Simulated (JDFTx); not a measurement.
Write the native input for JDFTx 1.7.0 (patched build) that does the following.

```
Task                                    : single point
Functional                              : PBEsol
Potentials or basis                     : PseudoDojo-SR-PBEsol-0.4.1-standard with smoothed tails
Cutoff                                  : 1197 eV
Density cutoff                          : 9578 eV
k mesh                                  : 9 × 9 × 9
Occupations                             : fermi-dirac, width 0.05 eV
Spin                                    : no spin polarisation
Local potential set to -Z/r beyond      : 6 bohr
Bands                                   : 10
Density cutoff over wavefunction cutoff : 8
Max SCF steps                           : 100
SCF threshold on the energy             : 1e-09 Ha
Solver of the electrons                 : scf
Further solve for the empty bands       : yes
```

Crystal: BeS.

```
S Be
1.0
     0.00000    2.42500    2.42500
     2.42500    0.00000    2.42500
     2.42500    2.42500    0.00000
S Be
1 1
Direct
  0.75000 0.75000 0.75000
  0.00000 0.00000 0.00000
```

The input as run:

BeS.in

```
lattice \
    0.0000000000     4.5825858522     4.5825858522 \
    4.5825858522     0.0000000000     4.5825858522 \
    4.5825858522     4.5825858522     0.0000000000
coords-type Lattice
ion S      0.7500000000     0.7500000000     0.7500000000 1
ion Be     0.0000000000     0.0000000000     0.0000000000 1

ion-species pseudo/S.upf
ion-species pseudo/Be.upf
elec-cutoff 44 352
elec-ex-corr gga-PBEsol
kpoint-folding 9 9 9
elec-smearing Fermi 0.0018374661
elec-n-bands 10
electronic-SCF nIterations 100 energyDiffThreshold 1e-09
electronic-minimize nIterations 30 energyDiffThreshold 1e-7
converge-empty-states yes
forces-output-coords Cartesian

dump-name run.$VAR
dump End Ecomponents EigStats BandEigs Kpoints Forces Stress ElecDensity Dtot KEdensity
```

Potentials or basis: PseudoDojo-SR-PBEsol-0.4.1-standard with smoothed tails.

Launch:

```sh
$ jdftx -c 1 -i BeS.in -o BeS.out
```

It gave:

```json
{"Pressure": "-0.6 GPa", "Band gap on the k mesh": "3.03 eV, indirect (least direct gap 5.60 eV)"}
```

Caveat: an odd mesh through Γ misses points on the zone boundary, where band edges often lie.

Run time: 42 s on 1 thread of AMD EPYC 7R43 64-Core Processor (Zen 3), with other jobs on the host, peak memory 0.11 GiB.
